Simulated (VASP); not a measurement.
# GaN (Fm-3m) in VASP: Born charges and dielectric tensor with LDA

Aim: the Born charges and dielectric tensor of GaN with LDA.

Program: VASP 6.6.1. These are calculated values, not measurements. Logs are shortened: lines on timing, memory, paths and dates and some standing lists are left out, and cuts for length are marked.

## 1. The crystal as given

The structure is cubic, space group Fm-3m (No. 225). The conventional cell has a = 4.188 Å, b = 4.188 Å, c = 4.188 Å, α = 90.00°, β = 90.00°, γ = 90.00°. Ga (site symmetry m-3m) is surrounded by 6 N at 2.09 Å. N (site symmetry m-3m) is surrounded by 6 Ga at 2.09 Å.

Measurements of this composition are mostly on another form, of space group No. 186.

## 2. Born charges and dielectric tensor, LDA

The input, INCAR:

```
SYSTEM = GaN
PREC = Accurate ; ENCUT = 600
EDIFF = 1E-8 ; ISMEAR = 0
SIGMA = 0.02 ; LREAL = .FALSE.
LASPH = .TRUE. ; NELM = 80
ALGO = Normal ; ISIF = 2
LWAVE = .FALSE. ; LCHARG = .FALSE.
LEPSILON = .TRUE. ; IBRION = 8
NSW = 1
```

The input, KPOINTS:

```
Automatic mesh
0
G
  14 14 14
  0 0 0
```

The input, POSCAR:

```
GaN
1.0
    0.0000000000      2.0941500000      2.0941500000
    2.0941500000      0.0000000000      2.0941500000
    2.0941500000      2.0941500000      0.0000000000
Ga N
1 1
Direct
    0.0000000000      0.0000000000      1.0000000000
    0.5000000000      0.5000000000      0.5000000000
```

Potentials or basis: VASP PAW LDA potentials, release 64 (Ga_d, N).

Started as:

```console
$ cat potpaw_LDA.64/Ga_d/POTCAR potpaw_LDA.64/N/POTCAR > POTCAR
$ mpirun -np 1 vasp_std > vasp.out
```

OUTCAR:

```text
SYSTEM = GaN
   PREC = Accurate
   ENCUT = 600
   EDIFF = 1E-8
   ISMEAR = 0
   LREAL = .FALSE.
   LASPH = .TRUE.
   NELM = 80
   ISIF = 2
   LEPSILON = .TRUE.
   IBRION = 8
   NSW = 1

 ion  position               nearest neighbor table
   1  0.000  0.000  0.000-   2 2.09   2 2.09   2 2.09   2 2.09   2 2.09   2 2.09
   2  0.500  0.500  0.500-   1 2.09   1 2.09   1 2.09   1 2.09   1 2.09   1 2.09

  LATTYP: Found a face centered cubic cell.
 ALAT       =     4.1883000000

  Lattice vectors:

 A1 = (   0.0000000000,   2.0941500000,   2.0941500000)
 A2 = (   2.0941500000,   0.0000000000,   2.0941500000)
 A3 = (   2.0941500000,   2.0941500000,   0.0000000000)

Analysis of symmetry for initial positions (statically):
=====================================================================
 Subroutine PRICEL returns:
 Original cell was already a primitive cell.

 Routine SETGRP: Setting up the symmetry group for a
 face centered cubic supercell.

 Subroutine GETGRP returns: Found 48 space group operations
 (whereof 48 operations were pure point group operations)
 out of a pool of 48 trial point group operations.

The static configuration has the point symmetry O_h .

Analysis of symmetry for dynamics (positions and initial velocities):
=====================================================================
 Subroutine PRICEL returns:
 Original cell was already a primitive cell.

 Routine SETGRP: Setting up the symmetry group for a
 face centered cubic supercell.

 Subroutine GETGRP returns: Found 48 space group operations
 (whereof 48 operations were pure point group operations)
 out of a pool of 48 trial point group operations.

The dynamic configuration has the point symmetry O_h .

 Subroutine INISYM returns: Found 48 space group operations
 (whereof 48 operations are pure point group operations),
 and found     1 'primitive' translations

----------------------------------------------------------------------------------------

                                     Primitive cell

  volume of cell :      18.3676

  direct lattice vectors                    reciprocal lattice vectors
     0.000000000  2.094150000  2.094150000    -0.238760356  0.238760356  0.238760356
     2.094150000  0.000000000  2.094150000     0.238760356 -0.238760356  0.238760356
     2.094150000  2.094150000  0.000000000     0.238760356  0.238760356 -0.238760356

  length of vectors
     2.961575332  2.961575332  2.961575332     0.413545068  0.413545068  0.413545068

  position of ions in fractional coordinates (direct lattice)
     0.000000000  0.000000000  0.000000000
     0.500000000  0.500000000  0.500000000

  ion indices of the primitive-cell ions
   primitive index   ion index
                 1           1
                 2           2

----------------------------------------------------------------------------------------

 KPOINTS: Automatic mesh

Automatic generation of k-mesh.
 Grid dimensions read from file:
 generate k-points for:   14   14   14

 Generating k-lattice:

  Cartesian coordinates                     Fractional coordinates (reciprocal lattice)
    -0.017054311  0.017054311  0.017054311     0.071428571  0.000000000  0.000000000
[... 533 lines left out ...]
  ---------------------------------------------------
  free energy    TOTEN  =        -0.36145076 eV

  energy without entropy =       -0.36145076

------------------------ aborting loop because EDIFF is reached ----------------------------------------

--------------------------------------- Ionic step        2  -------------------------------------------

------------------------ aborting loop because EDIFF is reached ----------------------------------------

--------------------------------------- Ionic step        3  -------------------------------------------

------------------------ aborting loop because EDIFF is reached ----------------------------------------

 PIEZOELECTRIC TENSOR FIELD DIRECTION 3  (e Angst)
 -----------------------------------------------------------------------------
    -0.00011  0.00000  0.00000           ( -0.00003  0.00000 -0.00000)
     0.00000 -0.00011 -0.00000           (  0.00000 -0.00003  0.00000)
    -0.00000  0.00000  0.00022           ( -0.00000  0.00000 -0.00003)

 PIEZOELECTRIC TENSOR FIELD DIRECTION 3  (C/m^2)
 -----------------------------------------------------------------------------
    -0.00010  0.00000  0.00000
     0.00000 -0.00010 -0.00000
    -0.00000  0.00000  0.00020

--------------------------------------- Ionic step        4  -------------------------------------------

------------------------ aborting loop because EDIFF is reached ----------------------------------------

[... ionic steps 5 to 6 ...]

--------------------------------------- Ionic step        7  -------------------------------------------

 Free energy of the ion-electron system (eV)
  ---------------------------------------------------
  ---------------------------------------------------
  free energy    TOTEN  =        -0.22803491 eV

  energy without entropy =       -0.22803491

------------------------ aborting loop because EDIFF is reached ----------------------------------------

 INTERNAL STRAIN TENSOR  FOR ION    2  DIRECTION 1   (eV/Angst):
 -----------------------------------------------------------------------------
    -0.09748  0.00000  0.00000
    -0.00000  0.01809  0.00000
    -0.00000  0.00000  0.01809

 MACROSCOPIC STATIC DIELECTRIC TENSOR (including local field effects in DFT)
 ------------------------------------------------------
           7.839383    -0.000000     0.000000
           0.000000     7.839383     0.000000
           0.000000    -0.000000     7.839383
 ------------------------------------------------------

 PIEZOELECTRIC TENSOR (including local field effects)  for field in x, y, z        (e  Angst)
          XX          YY          ZZ          XY          YZ          ZX
  --------------------------------------------------------------------------------
  x     0.00000     0.00000     0.00000     0.00000     0.00000     0.00000
  y     0.00000     0.00000     0.00000     0.00000     0.00000     0.00000
  z     0.00000     0.00000     0.00000     0.00000     0.00000     0.00000

 PIEZOELECTRIC TENSOR (including local field effects)  for field in x, y, z        (C/m^2)
          XX          YY          ZZ          XY          YZ          ZX
  --------------------------------------------------------------------------------
  x     0.00000     0.00000     0.00000     0.00000     0.00000     0.00000
  y     0.00000     0.00000     0.00000     0.00000     0.00000     0.00000
  z     0.00000     0.00000     0.00000     0.00000     0.00000     0.00000

 BORN EFFECTIVE CHARGES (including local field effects) (in |e|, cummulative output)
 ---------------------------------------------------------------------------------
 ion    1
    1     3.52035     0.00000    -0.00000
    2    -0.00000     3.52035    -0.00000
    3     0.00000    -0.00000     3.52035
 ion    2
    1    -3.52035    -0.00000     0.00000
    2     0.00000    -3.52035     0.00000
    3    -0.00000     0.00000    -3.52035

 INTERNAL STRAIN TENSOR FOR ION    2 for displacements in x,y,z  (eV/Angst):
          X           Y           Z          XY          YZ          ZX
  --------------------------------------------------------------------------------
  x     0.00000     0.00000     0.00000     0.00000     0.00000     0.00000
  y     0.00000     0.00000     0.00000     0.00000     0.00000     0.00000
  z     0.00000     0.00000     0.00000     0.00000     0.00000     0.00000

 SECOND DERIVATIVES (NOT SYMMETRIZED)
 ------------------------------------
               1X          1Y          1Z          2X          2Y          2Z
  1X    -2.928180    0.000000    0.000000    2.928180    0.000000    0.000000
  1Y     0.000000   -2.928180    0.000000    0.000000    2.928180    0.000000
  1Z     0.000000    0.000000   -2.928180    0.000000    0.000000    2.928180
  2X     2.923648    0.000000    0.000000   -2.923648    0.000000    0.000000
  2Y     0.000000    2.923648    0.000000    0.000000   -2.923648    0.000000
  2Z     0.000000    0.000000    2.923648    0.000000    0.000000   -2.923648

 Eigenvectors and eigenvalues of the dynamical matrix
 ----------------------------------------------------

   1 f  =    7.829374 THz    49.193405 2PiTHz  261.159792 cm-1    32.379673 meV
             X         Y         Z           dx          dy          dz
      0.000000  0.000000  0.000000     0.000000    0.409199    0.000000
      2.094150  2.094150  2.094150     0.000000   -0.912445    0.000000
[... 21 lines left out ...]
   6 f/i=    0.002264 THz     0.014222 2PiTHz    0.075505 cm-1     0.009361 meV
             X         Y         Z           dx          dy          dz
      0.000000  0.000000  0.000000     0.000000   -0.912445    0.000000
      2.094150  2.094150  2.094150     0.000000   -0.409199    0.000000

--------------------------------------------------------------------------------------------------------

 MACROSCOPIC STATIC DIELECTRIC TENSOR IONIC CONTRIBUTION
 ------------------------------------------------------
          41.727579    -0.000000    -0.000000
          -0.000000    41.727579    -0.000000
          -0.000000    -0.000000    41.727579
 ------------------------------------------------------

 ELASTIC MODULI CONTR FROM IONIC RELAXATION (kBar)
 Direction    XX          YY          ZZ          XY          YZ          ZX
 --------------------------------------------------------------------------------
 XX           0.0000      0.0000      0.0000      0.0000      0.0000      0.0000
 YY           0.0000      0.0000      0.0000      0.0000      0.0000      0.0000
 ZZ           0.0000      0.0000      0.0000      0.0000      0.0000      0.0000
 XY           0.0000      0.0000      0.0000      0.0000      0.0000      0.0000
 YZ           0.0000      0.0000      0.0000      0.0000      0.0000      0.0000
 ZX           0.0000      0.0000      0.0000      0.0000      0.0000      0.0000
 --------------------------------------------------------------------------------

 PIEZOELECTRIC TENSOR IONIC CONTR  for field in x, y, z        (C/m^2)
          XX          YY          ZZ          XY          YZ          ZX
  --------------------------------------------------------------------------------
  x     0.00000     0.00000     0.00000     0.00000     0.00000     0.00000
  y     0.00000     0.00000     0.00000     0.00000     0.00000     0.00000
  z     0.00000     0.00000     0.00000     0.00000     0.00000     0.00000
```

Wall time 3.7 min (1 thread of Intel Xeon Platinum 8559C (Emerald Rapids), shared host); peak memory 0.32 GiB.

Results:

```
Band gap on the k mesh                                  : 0.59 eV, indirect (least direct gap 3.18 eV)
Electronic dielectric tensor (diagonal)                 : 7.84
Born charges (mean of the diagonal)                     : Ga +3.52; N -3.52 e
Highest phonon frequency at Γ, LO-TO splitting left out : 261 cm⁻¹
```

Levels at points of the mesh, in eV from the valence-band top:
| k point | band 7 | band 8 | band 9 | band 10 | band 11 | band 12 |
| --- | --- | --- | --- | --- | --- | --- |
| (0.00, 0.00, 0.00) | -0.56 | -0.56 | -0.56 | 2.62 | 14.81 | 14.81 |
| (0.50, 0.00, 0.00) | -8.49 | -0.17 | -0.17 | 4.78 | 9.05 | 9.05 |
| (0.50, 0.50, 0.00) | -7.40 | -3.18 | -3.18 | 0.59 | 7.79 | 12.04 |

Phonon frequencies in cm⁻¹ (negative: imaginary):
```csv
q point,frequencies
"(0.000, 0.000, 0.000)",0 0 0 261 261 261
```

Electronic dielectric tensor:
```
7.84 0.00 0.00
0.00 7.84 0.00
0.00 0.00 7.84
```

Born effective charge tensors (e):
atom 1, Ga
```
3.52 0.00 0.00
0.00 3.52 0.00
0.00 0.00 3.52
```
atom 2, N
```
-3.52  0.00  0.00
 0.00 -3.52  0.00
 0.00  0.00 -3.52
```

Caveat: the gap is small at this level, which inflates the dielectric constant. A k mesh can miss the band edges.
